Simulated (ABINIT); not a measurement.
Runs of ABINIT 10.8.3 (patched build) on HfN. It takes space group F-43m (No. 216, cubic). Conventional cell: a = 4.910 Å, b = 4.910 Å, c = 4.910 Å, α = 90.00°, β = 90.00°, γ = 90.00°. Hf (site symmetry -43m) has 4 N at 2.13 Å as nearest neighbours. N (site symmetry -43m) has 4 Hf at 2.13 Å as nearest neighbours. The cell comes from a database or a generator and needn't be the stable form of this composition.

```csv
task,level,potentials or basis,cell,cutoff (eV),fine-grid cutoff,gap on the mesh (eV),pressure (GPa),V0 of scaled cells (Å³/atom),B0 (GPa)
single point,PBE,JTH PAW PBE v2.0,"atoms moved at random, drawn with an rms of 0.05 Å",707,1306.15 eV,none,0.5,-,-
single point,PBE,JTH PAW PBE v2.0,as given,707,1306.15 eV,none,0.2,-,-
equation of state,PBEsol,JTH PAW PBE v2.0,as given,707,1306.15 eV,-,-,(b),(a)
equation of state,LDA,JTH PAW LDA v2.0,as given,707,1306.15 eV,-,-,14.03,218
```

Alike in all rows: no spin polarisation; k mesh 9 × 9 × 9; smearing fermi-dirac 0.05 eV.

Q: Estimate the missing entries.

A: (a) 205; (b) 14.41.

Caveats: pressures at fixed basis lie under the slope of the energies (some runs); the PAW data sets were made with another functional, which shifts forces and pressure a little (some runs).

A k mesh can miss the band edges, and the runs leave out spin-orbit coupling on Hf.

A gap of «none» marks a metal or a gap under the smearing width.
